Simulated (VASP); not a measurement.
Here is a VASP 6.6.1 calculation.

The input INCAR:

```
SYSTEM = Nd
PREC = Accurate
ENCUT = 520
EDIFF = 1E-7
ISMEAR = -1
SIGMA = 0.1
LREAL = .FALSE.
LASPH = .TRUE.
NELM = 150
ALGO = Normal
ISIF = 2
LWAVE = .FALSE.
LCHARG = .FALSE.
ISPIN = 2
MAGMOM = 3
LORBIT = 11
LMAXMIX = 6
GGA = PS
NBANDS = 17
```

KPOINTS

```
regular mesh
0
G
  8 8 8
  0 0 0
```

POSCAR

```
Nd
1.0
    0.0000000000      2.5223855189      2.5223855189
    2.5223855189      0.0000000000      2.5223855189
    2.5223855189      2.5223855189      0.0000000000
Nd
1
Direct
    0.0000000000      0.0000000000      0.0000000000
```

Potentials or basis: VASP PAW PBE potentials, release 64 (Nd).

Launch:

```sh
$ cat potpaw_PBE.64/Nd/POTCAR > POTCAR
$ mpirun -np 1 vasp_std > vasp.out
```

What does it give for the band gap on the k mesh?

None (metal or under the smearing width).

Predict the net moment.

4.04 μB per cell.

Caveat: the magnetic or orbital state may not be the lowest; spin-orbit coupling is left out, which moves the levels of the heavy elements. The state reached can hang on the start; a lower one may exist.
